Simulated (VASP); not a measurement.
# Ge in VASP: how settings move the PBE single point

Aim: see what changed inputs do to the PBE single point of Ge built on the diamond prototype, under +3.1 % strain along [111] alone.

Program: VASP 6.6.1. PAW datasets, plane waves. Calculated at 0 K for a non-magnetic (in the reference) cell.

**1. Starting point**

The cell comes from an earlier relaxation with r2SCAN in another program, then strained, with the atoms relaxed again. Some of the altered inputs switch spin polarisation on.

The symmetry is R-3m (No. 166, trigonal); a = 4.012 Å, c = 10.136 Å in the conventional setting, 23.55 Å³ an atom. Near Ge stand 4 Ge at 2.47–2.51 Å.

Structure file:

```
CELL_PARAMETERS angstrom
0.05939 2.89626 2.89626
2.89626 0.05939 2.89626
2.89626 2.89626 0.05939
ATOMIC_POSITIONS crystal
Ge 0.00109 0.00109 0.00109
Ge 0.24891 0.24891 0.24891
```

**2. Reference**

Input file INCAR:

```
ENCUT = 520.000000
SIGMA = 0.020000
EDIFF = 1.00e-07
GGA = PE
PREC = Accurate
IBRION = -1
ISIF = 2
ISMEAR = -1
NBANDS = 21
NELM = 120
NSW = 0
LASPH = .TRUE.
LCHARG = .FALSE.
LWAVE = .FALSE.
LREAL = .FALSE.
```

Input file KPOINTS:

```
KPOINTS created by Atomic Simulation Environment
0
Gamma
8 8 8
0 0 0
```

Input file POSCAR:

```
Ge
 1.0000000000000000
     0.0593852188000000    2.8962587308000001    2.8962587308000001
     2.8962587308000001    0.0593852188000000    2.8962587308000001
     2.8962587308000001    2.8962587308000001    0.0593852188000000
 Ge
   2
Cartesian
  0.0063870492336079  0.0063870492336079  0.0063870492336079
  1.4565886208663927  1.4565886208663927  1.4565886208663927
```

A file KPOINTS_OPT adds named points for the levels; it doesn't enter the self-consistent loop.

Potentials: the recommended PBE PAW datasets, 28 valence electrons.

Run with:

```console
mpirun -np 1 vasp_std
```

**3. Variant 1**

INCAR: that of step 2 with these lines changed.

```diff
@@ -9,3 +9,2 @@
 NBANDS = 21
-NELM = 120
 NSW = 0
@@ -15 +14,2 @@
 LREAL = .FALSE.
+NELM = 59
```

Input file KPOINTS:

```
KPOINTS created by Atomic Simulation Environment
0
Monkhorst-Pack
8 8 8
0 0 0
```

POSCAR is that of step 2.

**4. Variant 2**

INCAR: that of step 2 with these lines changed.

```diff
@@ -9,3 +9,2 @@
 NBANDS = 21
-NELM = 120
 NSW = 0
@@ -15 +14,4 @@
 LREAL = .FALSE.
+AMIX = 0.2
+BMIX = 0.0001
+NELM = 97
```

KPOINTS is that of step 2.

POSCAR is that of step 2.

**5. Variant 3**

Input file INCAR:

```
ENCUT = 520.000000
EDIFF = 1.00e-07
GGA = PE
PREC = Accurate
IBRION = -1
ISIF = 2
NBANDS = 21
NSW = 0
LASPH = .TRUE.
LCHARG = .FALSE.
LWAVE = .FALSE.
ISMEAR = -5
SIGMA = 0.01
LREAL = Auto
IVDW = 10
NELM = 52
```

KPOINTS is that of step 2.

POSCAR is that of step 2.

**6. Variant 4**

INCAR: that of step 2 with these lines changed.

```diff
@@ -9,3 +9,2 @@
 NBANDS = 21
-NELM = 120
 NSW = 0
@@ -15 +14,4 @@
 LREAL = .FALSE.
+NELM = 79
+ISPIN = 2
+MAGMOM = 1.0
```

KPOINTS is that of step 2.

POSCAR is that of step 2.

What does the calculation give? Wanted: for each run, changed; ending; energy change; pressure; electronic steps; usable.

The runs gave:

| run | changed | ending | energy change (meV/atom) | pressure (GPa) | gap on the mesh (eV; negative: overlap) | electronic steps | time | usable |
| --- | --- | --- | --- | --- | --- | --- | --- | --- |
| ref. | – | converged | 0 | 0.9 | -0.11 | 13 | 74 s | yes |
| 1 | NELM = 59, shifted mesh | converged | -4.6 | 0.9 | 0.40 | 13 | 51 s | yes |
| 2 | AMIX = 0.2, BMIX = 0.0001, NELM = 97 | converged | 0.0 | 0.9 | -0.11 | 14 | 59 s | yes |
| 3 | ISMEAR = -5, SIGMA = 0.01, LREAL = Auto, IVDW = 10, NELM = 52 | converged | – | -3.0 | -0.11 | 15 | 1.8 min | yes |
| 4 | ISPIN = 2, MAGMOM = 1 | refused | – | – | – | – | 0.8 s | no |

Of 4 altered inputs, 1 gave no result, 3 gave usable results. Among the usable ones with comparable energies, «NELM = 59, shifted mesh» moves the energy most, by -4.6 meV/atom.
